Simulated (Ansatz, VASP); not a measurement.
# Na: VASP beside Ansatz

```
Na
1.0
    -2.11042    2.11042    2.11042
     2.11042   -2.11042    2.11042
     2.11042    2.11042   -2.11042
Na
1
Cartesian
  0.0000 0.0000 0.0000
```

Change from the starting cell: volume scaled by 0.99, crystal datasets.

Alike in both runs: task electric field gradients; functional PBEsol; k mesh 12 × 12 × 12; occupations fermi-dirac, width 0.05 eV; no spin polarisation.

|  | VASP | Ansatz |
| --- | --- | --- |
| version | VASP 6.6.1 | Ansatz 0.2.0 |
| potentials or method | VASP PAW PBE potentials, release 64 (Na_pv), cutoff 520 eV | all-electron PAW with datasets made for the crystal, scalar-relativistic |

```csv
,VASP,Ansatz,Ansatz less VASP
pressure (GPa),-0.3,-0.3,0.00
Vzz of the field gradient on the site that differs most (V/Å²),0.0,0.0,+0.01
```

Ansatz ran all-electron here, so the differences hold the error of VASP's frozen core and of both bases.

Caveats: the PAW data sets were made with another functional, which shifts forces and pressure a little (VASP).
